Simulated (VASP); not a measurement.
**Input and output of a VASP r²SCAN single-point calculation on Si (strained diamond)**

INCAR

```
ISMEAR = 0
NSW = 0
SIGMA = 0.01
METAGGA = R2SCAN
NBANDS = 11
LCHARG = .FALSE.
IBRION = -1
EDIFF = 1E-7
LASPH = .TRUE.
PREC = Accurate
NELM = 120
ALGO = Normal
ISIF = 2
LREAL = .FALSE.
ENCUT = 520
LWAVE = .FALSE.
```

KPOINTS

```
KPOINTS created by Atomic Simulation Environment
0
Gamma
8 8 8
0 0 0
```

KPOINTS_OPT

```
special points
7
Reciprocal
0.0000000000 0.0000000000 0.0000000000 1
0.5000000000 0.0000000000 0.5000000000 1
0.6250000000 0.2500000000 0.6250000000 1
0.3750000000 0.3750000000 0.7500000000 1
0.5000000000 0.5000000000 0.5000000000 1
0.5000000000 0.2500000000 0.7500000000 1
0.0000000000 0.4140620000 0.4140620000 1
```

POSCAR

```
Si
 1.0000000000000000
     0.0000000000000000    2.8037824625000001    2.8037824625000001
     2.8037824625000001    0.0000000000000000    2.8037824625000001
     2.8037824625000001    2.8037824625000001    0.0000000000000000
 Si
   2
Cartesian
  0.0000000000000000  0.0000000000000000  0.0000000000000000
  1.4018912312500000  1.4018912312500000  1.4018912312500000
```

VASP ran with the recommended PBE PAW datasets (8 valence electrons in the cell).

Command

```
mpirun -np 1 vasp_std
```

From OUTCAR

```
k-points           NKPTS =     29   k-points in BZ     NKDIM =     29   number of bands    NBANDS=     11

   NELECT =       8.0000    total number of electrons

   dimension x,y,z NGX =    30 NGY =   30 NGZ =   30
   dimension x,y,z NGXF=    60 NGYF=   60 NGZF=   60

  energy-cutoff  :      520.00
  volume of cell :       44.08
      direct lattice vectors                 reciprocal lattice vectors
     0.000000000  2.803782463  2.803782463    -0.178330526  0.178330526  0.178330526
     2.803782463  0.000000000  2.803782463     0.178330526 -0.178330526  0.178330526
     2.803782463  2.803782463  0.000000000     0.178330526  0.178330526 -0.178330526

 k-points in reciprocal lattice and weights: KPOINTS created by Atomic Simulation Env
   0.00000000  0.00000000  0.00000000       0.002
   0.12500000  0.00000000  0.00000000       0.016
   0.25000000  0.00000000  0.00000000       0.016
   0.37500000  0.00000000  0.00000000       0.016
   0.50000000  0.00000000  0.00000000       0.008
   0.12500000  0.12500000  0.00000000       0.012
   0.25000000  0.12500000  0.00000000       0.047
   0.37500000  0.12500000  0.00000000       0.047
   ...

 E-fermi :   4.9069

 k-point     1 :       0.0000    0.0000    0.0000
  band No.  band energies     occupation
      1      -7.0687      2.00000
      2       4.8011      2.00000
      3       4.8011      2.00000
      4       4.8011      2.00000
      5       7.5092      0.00000
      6       7.5092      0.00000
      7       7.5092      0.00000
      8       7.6382      0.00000
      9      12.8771      0.00000
     10      12.8771      0.00000
     11      13.0657      0.00000

 k-point     2 :       0.1250    0.0000    0.0000
  band No.  band energies     occupation
      1      -6.8709      2.00000
      2       3.1874      2.00000
      3       4.5239      2.00000
      4       4.5239      2.00000
      5       7.2880      0.00000
      6       7.9193      0.00000
      7       7.9193      0.00000
      8       9.2113      0.00000
      9      12.4342      0.00000
     10      12.4342      0.00000
     11      13.8094      0.00000

 k-point     3 :       0.2500    0.0000    0.0000
  band No.  band energies     occupation
      1      -6.2959      2.00000
      2       0.8974      2.00000
      3       4.0596      2.00000
      4       4.0596      2.00000
      5       6.8074      0.00000
      6       8.4688      0.00000
      7       8.4688      0.00000
      8      11.5247      0.00000
      9      12.3846      0.00000
     10      12.3846      0.00000
     11      14.1527      0.00000

 k-point     4 :       0.3750    0.0000    0.0000
  band No.  band energies     occupation
      1      -5.4438      2.00000
      2      -1.0631      2.00000
      3       3.7302      2.00000
      4       3.7302      2.00000
      5       6.4458      0.00000
      6       8.4965      0.00000
      7       8.4965      0.00000
      8      13.0049      0.00000
      9      13.7013      0.00000
     10      13.7013      0.00000
     11      14.4330      0.00000

 k-point     5 :       0.5000    0.0000    0.0000
  band No.  band energies     occupation
      1      -4.8563      2.00000
      2      -2.0286      2.00000
      3       3.6163      2.00000
      4       3.6163      2.00000
      5       6.3178      0.00000
      6       8.4159      0.00000
      7       8.4159      0.00000
      8      12.9551      0.00000
      9      15.7054      0.00000
     10      15.7054      0.00000
     11      16.1067      0.00000

 k-point     6 :       0.1250    0.1250    0.0000
  band No.  band energies     occupation
      1      -6.8041      2.00000
      2       3.3690      2.00000
      3       4.0394      2.00000
      4       4.0394      2.00000
      5       7.0119      0.00000
      6       8.6047      0.00000
      7       8.6047      0.00000
      8       8.8532      0.00000
      9      11.6544      0.00000
     10      13.1781      0.00000
     11      14.0905      0.00000

 k-point     7 :       0.2500    0.1250    0.0000
  band No.  band energies     occupation
      1      -6.3506      2.00000
      2       1.5387      2.00000
      3       3.5395      2.00000
      4       3.5907      2.00000
      5       7.1408      0.00000
      6       8.4461      0.00000
      7       9.3773      0.00000
      8       9.8232      0.00000
      9      12.2567      0.00000
     10      13.3519      0.00000
     11      15.0922      0.00000

 k-point     8 :       0.3750    0.1250    0.0000
  band No.  band energies     occupation
      1      -5.5685      2.00000
      2      -0.4543      2.00000
      3       3.0131      2.00000
      4       3.2678      2.00000
      5       7.1948      0.00000
      6       8.5234      0.00000
      7       9.4546      0.00000
      8      10.5342      0.00000
      9      14.3597      0.00000
     10      14.4319      0.00000
     11      14.8045      0.00000

 k-point     9 :       0.5000    0.1250    0.0000
  band No.  band energies     occupation
      1      -4.7637      2.00000
      2      -1.8451      2.00000
      3       2.5834      2.00000
      4       3.2799      2.00000
      5       7.1024      0.00000
      6       8.5002      0.00000
      7       9.1436      0.00000
      8      12.3672      0.00000
      9      14.1326      0.00000
     10      15.5945      0.00000
     11      16.4389      0.00000

 k-point    10 :      -0.3750    0.1250    0.0000
  band No.  band energies     occupation
      1      -4.9886      2.00000
      2      -1.4974      2.00000
      3       2.4198      2.00000
      4       3.5592      2.00000
      5       7.2142      0.00000
      6       8.6495      0.00000
      7       8.9082      0.00000
      8      12.8485      0.00000
      9      13.2194      0.00000
     10      14.2588      0.00000
     11      16.1989      0.00000

 k-point    11 :      -0.2500    0.1250    0.0000
  band No.  band energies     occupation
      1      -5.8619      2.00000
      2       0.1804      2.00000
      3       2.5898      2.00000
      4       4.0325      2.00000
      5       7.5213      0.00000
      6       8.6503      0.00000
      7       8.8521      0.00000
      8      11.1695      0.00000
      9      11.6858      0.00000
     10      14.7988      0.00000
     11      15.0637      0.00000

 k-point    12 :      -0.1250    0.1250    0.0000
  band No.  band energies     occupation
      1      -6.5455      2.00000
      2       2.0669      2.00000
      3       3.2736      2.00000
      4       4.5007      2.00000
      5       7.7891      0.00000
      6       8.0665      0.00000
      7       8.3011      0.00000
      8      10.2588      0.00000
      9      11.5841      0.00000
     10      13.0626      0.00000
     11      14.7810      0.00000

 k-point    13 :       0.2500    0.2500    0.0000
  band No.  band energies     occupation
      1      -6.0199      2.00000
      2       1.1625      2.00000
      3       2.9882      2.00000
      4       2.9882      2.00000
      5       6.2065      0.00000
      6       8.2181      0.00000
      7      10.6291      0.00000
      8      10.6291      0.00000
      9      12.6535      0.00000
     10      14.0797      0.00000
     11      16.3717      0.00000

 k-point    14 :       0.3750    0.2500    0.0000
  band No.  band energies     occupation
      1      -5.3345      2.00000
      2      -0.2235      2.00000
      3       2.2549      2.00000
      4       2.6740      2.00000
      5       6.4345      0.00000
      6       7.9982      0.00000
      7      10.8308      0.00000
      8      11.1926      0.00000
      9      14.7698      0.00000
     10      15.0883      0.00000
     11      16.6559      0.00000

 k-point    15 :       0.5000    0.2500    0.0000
  band No.  band energies     occupation
      1      -4.4556      2.00000
      2      -1.5966      2.00000
      3       1.4348      2.00000
      4       2.6702      2.00000
      5       6.6279      0.00000
      6       9.5009      0.00000
      7      10.5507      0.00000
      8      10.9077      0.00000
      9      15.1011      0.00000
     10      15.6148      0.00000
     11      17.1857      0.00000

 k-point    16 :      -0.3750    0.2500    0.0000
  band No.  band energies     occupation
      1      -4.2722      2.00000
      2      -1.8323      2.00000
      3       1.0069      2.00000
      4       2.9724      2.00000
      5       6.9216      0.00000
      6      10.3795      0.00000
      7      10.4631      0.00000
      8      11.9053      0.00000
      9      12.8223      0.00000
     10      13.1157      0.00000
     11      17.6727      0.00000

 ...

  Total       -2.0108852     -2.0108852     -2.0108852      0.0000000      0.0000000      0.0000000
  in kB      -73.0861238    -73.0861238    -73.0861238      0.0000000      0.0000000      0.0000000
  external PRESSURE =     -73.0861238 kB  Pullay stress =       0.0000000 kB

 POSITION                                       TOTAL-FORCE (eV/Angst)
 -----------------------------------------------------------------------------------
      0.00000      0.00000      0.00000         0.000000      0.000000      0.000000
      1.40189      1.40189      1.40189        -0.000000     -0.000000     -0.000000
 -----------------------------------------------------------------------------------
    total drift:                               -0.000000     -0.000000     -0.000000

  FREE ENERGIE OF THE ION-ELECTRON SYSTEM (eV)
  ---------------------------------------------------
  free  energy   TOTEN  =       -17.4523606173 eV

  energy  without entropy=      -17.4523606173  energy(sigma->0) =      -17.45236062
```

```json
{
 "gap between bands v and c": "0.92 eV",
 "least direct gap": "2.70 eV",
 "pressure": "-7.3 GPa"
}
```

Band v is the last that the valence electrons fill when counted band by band, and c is the next.

The run took about 55 s on one core of a shared host (Intel Xeon Platinum 8488C) and held 0.16 GiB at most.
